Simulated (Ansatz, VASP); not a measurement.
# One calculation of SnO2 (Cassiterite), two programs

File INCAR:

```
PREC = Accurate
ENCUT = 520
EDIFF = 1E-6
ISMEAR = 0
SIGMA = 0.014
LREAL = F
LASPH = T
NELM = 80
ALGO = Normal
ISIF = 2
LWAVE = F
LCHARG = F
GGA = PE
```

The input KPOINTS:

```
Automatic mesh
0
Gamma
  6 6 8
```

Contents of POSCAR:

```
SnO2
1.0
    4.7380000000      0.0000000000      0.0000000000
    0.0000000000      4.7380000000      0.0000000000
    0.0000000000      0.0000000000      3.1865000000
Sn O
2 4
Direct
    0.5000000000      0.5000000000      0.5000000000
    0.0000000000      0.0000000000      0.0000000000
    0.8071000000      0.1929000000      0.5000000000
    0.6929000000      0.6929000000      0.0000000000
    0.1929000000      0.8071000000      0.5000000000
    0.3071000000      0.3071000000      0.0000000000
```

The input input.yaml:

```yaml
crystal:
  lattice:
    - [4.738, 0.0, 0.0]
    - [0.0, 4.738, 0.0]
    - [0.0, 0.0, 3.1865]
  atoms:
    - { symbol: Sn, position: [0.5, 0.5, 0.5] }
    - { symbol: Sn, position: [0.0, 0.0, 0.0] }
    - { symbol: O, position: [0.8071, 0.1929, 0.5] }
    - { symbol: O, position: [0.6929, 0.6929, 0.0] }
    - { symbol: O, position: [0.1929, 0.8071, 0.5] }
    - { symbol: O, position: [0.3071, 0.3071, 0.0] }
hamiltonian:
  xc: pbe
  pseudopotentials: { kind: paw }
kpoints:
  mp_grid: { grid: [6, 6, 8] }
scf:
  occupations: { method: gaussian, width: 0.014 }
output:
  forces: true
  stress: true
  eigenvalues: true
  write_density: true
  write_potential: true
  elf: true
  volumetric_format: npy
```

Alike in both runs: task single point; functional PBE; k mesh 6 × 6 × 8; occupations gaussian, width 0.014 eV; no spin polarisation.

```csv
,VASP,Ansatz
version,VASP 6.6.1,Ansatz 0.2.0
potentials or method,"VASP PAW PBE potentials, release 64 (Sn_d, O)",Ansatz PAW
plane-wave cutoff (eV),520,420
valence electrons in the cell,52,52
```

|  | VASP | Ansatz | Ansatz less VASP |
| --- | --- | --- | --- |
| gap on the k mesh at the Fermi level (eV) | 1.27 | 1.28 | +0.010 |
| least direct gap on the mesh (eV) | 1.27 | 1.28 | +0.010 |
| pressure (GPa) | 11.8 | 11.1 | -0.73 |
| largest component of the traceless stress (GPa) | 2.20 | 1.97 | -0.234 |
| rms of the force components (eV/Å) | 0.139 | 0.130 | -0.0091 |

Atom by atom the forces differ by 0.009 eV/Å (rms over components). With one functional, cell and mesh, what is left measures potentials, basis and numerics.

Caveats: spin-orbit coupling is left out, which moves the levels of the heavy elements; the pressure holds a Pulay correction of +0.8 GPa for the finite cutoff (Ansatz).
